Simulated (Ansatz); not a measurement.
**NaBr: response to strain**

Consider NaBr in the rock salt structure (space group Fm-3m, No. 225).

```
NaBr
1.0
    0.00000     3.01799     3.01799
    3.01799     0.00000     3.01799
    3.01799     3.01799     0.00000
Br Na
1 1
Direct
  0.00000   0.00000   0.00000
  0.50000   0.50000   0.50000
```

Cartesian axes are those of the cell as printed.

Strains are applied to the cell and any free atomic positions relax.

Computed with PBE (Ansatz, an electronic-structure program, PAW, without spin-orbit coupling).

Candidates:
(a) isotropic strain +4.97 %
(b) tensor shear ε_xz = −3.73 %
(c) uniaxial strain ε_xx = +2.88 %

For the base:

| Property | Result |
|---|---|
| Band gap | 4.07 eV |

### Question
Order them by band gap, highest first.

### Answer
(c) uniaxial strain ε_xx = +2.88 % (3.97 eV), (b) tensor shear ε_xz = −3.73 % (3.89 eV), (a) isotropic strain +4.97 % (3.70 eV)

No phonon test of stability was made.
